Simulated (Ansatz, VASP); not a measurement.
# One calculation of BeTe, two programs

```
Be Te
1.0
     0.00000    2.67854    2.67854
     2.67854    0.00000    2.67854
     2.67854    2.67854    0.00000
Be Te
1 1
Direct
  0.50000 0.50000 0.50000
  0.00000 0.00000 0.00000
```

Alike in both runs: task relaxation of cell and atoms; functional PBE; k mesh 18 × 18 × 18; occupations gaussian, width 0.1 eV; no spin polarisation.

```csv
,VASP,Ansatz
version,VASP 6.6.1,Ansatz 0.2.0
potentials or method,"VASP PAW PBE potentials, release 64 (Be, Te)","scalar-relativistic, plane waves, PAW"
plane-wave cutoff (eV),600,420
valence electrons in the cell,8,18
```

|  | VASP | Ansatz | Ansatz less VASP |
| --- | --- | --- | --- |
| gap on the k mesh at the Fermi level, each at its own relaxed structure (eV) | none | none | - |
| relaxed volume (Å³/atom) | 19.29 | 19.26 | -0.032 |
| relaxed cell length with the largest relative difference (Å) | 3.793 | 3.791 | -0.0021 |

A gap of «none» marks a metal or a gap that the smearing closes. The two sets of potentials don't hold the same shells in valence.

The runs have no spin-orbit coupling, so splittings on Te are missing.
